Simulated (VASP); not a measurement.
# CdS: single point with PBE

Crystal: CdS.

```
CELL_PARAMETERS angstrom
0.00000 2.91650 2.91650
2.91650 0.00000 2.91650
2.91650 2.91650 0.00000
ATOMIC_POSITIONS crystal
Cd 0.00000 0.00000 0.00000
S 0.25000 0.25000 0.25000
```

| Property | Result |
| --- | --- |
| Program | VASP 6.6.1 |
| Task | single point |
| Functional | PBE |
| Potentials or basis | VASP PAW PBE potentials, release 64 (Cd, S) |
| Cutoff | 520 eV |
| k mesh | 8 × 8 × 8 |
| Occupations | gaussian, width 0.02 eV |
| Spin | no spin polarisation |
| Further INCAR settings | ALGO = Fast; EDIFF = 1e-07; NBANDS = 16 |

```
Pressure               : 3.2 GPa
Band gap on the k mesh : 1.15 eV, direct
```

Levels at points of the mesh, in eV from the valence-band top:
| k point | band 5 | band 6 | band 7 | band 8 | band 9 | band 10 | band 11 | band 12 | band 13 | band 14 |
| --- | --- | --- | --- | --- | --- | --- | --- | --- | --- | --- |
| (0.00, 0.00, 0.00) | -7.25 | -7.25 | 0.00 | 0.00 | 0.00 | 1.15 | 6.55 | 6.55 | 6.55 | 11.44 |
| (0.50, 0.00, 0.00) | -7.21 | -6.87 | -4.40 | -0.75 | -0.75 | 3.02 | 7.01 | 7.01 | 7.48 | 11.09 |
| (0.50, 0.50, 0.00) | -7.16 | -6.80 | -3.95 | -1.88 | -1.88 | 3.55 | 4.35 | 9.23 | 10.78 | 10.78 |

It took 11 s on 1 thread of Intel(R) Xeon(R) Platinum 8559C (Emerald Rapids), with other jobs on the host, peak memory 0.18 GiB.
